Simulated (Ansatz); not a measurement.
## Bond compression in Ru

```
Ru
1.0
     2.70580    0.00000    0.00000
    -1.35290    2.34329    0.00000
     0.00000    0.00000    4.28190
Ru
2
Direct
  0.33333 0.66667 0.25000
  0.66667 0.33333 0.75000
```

The cell is entry 9017842 of the Crystallography Open Database, unrelaxed.

Its shortest bond, of 2.650 Å between atom 1 (Ru) and the nearest image of atom 2 (Ru), is scaled by moving both atoms along it, with the cell held. The force apart is half the difference of the two atoms' forces along the bond; it holds the pull and push of their other neighbours too.

All numbers are PBE results (scalar-relativistic) from Ansatz 0.2.0, with a Γ-centred 13×13×7 k mesh, Fermi–Dirac smearing of 0.05 eV, no spin polarisation. Methods: LAPW: all electrons, basis error target 1 meV/atom; PAW: frozen-core files, cutoff 420 eV; norm-conserving: pseudopotentials, cutoff 1143 eV.

Energies are extrapolated to zero smearing and count from the unscaled cell; pressure is positive in compression; gaps take the mesh and a band path. No temperature or zero-point motion is included.

```
bond (Å)  force apart (eV/Å)  P LAPW (GPa)  ΔE LAPW (eV/atom)  P PAW − LAPW (GPa)  ΔE PAW − LAPW (meV/atom)  force PAW − LAPW (eV/Å)
   2.650                0.00          4.45              0.000                0.07                       0.0                    0.000
   1.855               20.76         115.6              2.835                0.44                       2.2                    0.150
   1.696               38.11             ?              5.085                1.33                      27.9                    0.535
```

Problem. Give the missing entry: row "1.696", column "P LAPW (GPa)".

Solution. 188.4.

Problem. At the last bond length, how far does norm-conserving lie from LAPW in pressure and in the largest force component?

Solution. norm-conserving: +1.66 GPa, 0.415 eV/Å, on a LAPW pressure of 188.4 GPa.

Problem. How do the Löwdin populations by LAPW change from the unscaled cell to the last row, on the two atoms of the bond?

Solution. Ru1 5s 0.79 → 0.85, Ru1 4d 7.17 → 7.14, Ru2 5s 0.79 → 0.85, Ru2 4d 7.17 → 7.14 electrons an atom. These are projections on the shells that the free atoms fill; 0.18 e a cell lies outside them at the start and 0.24 e at the end.
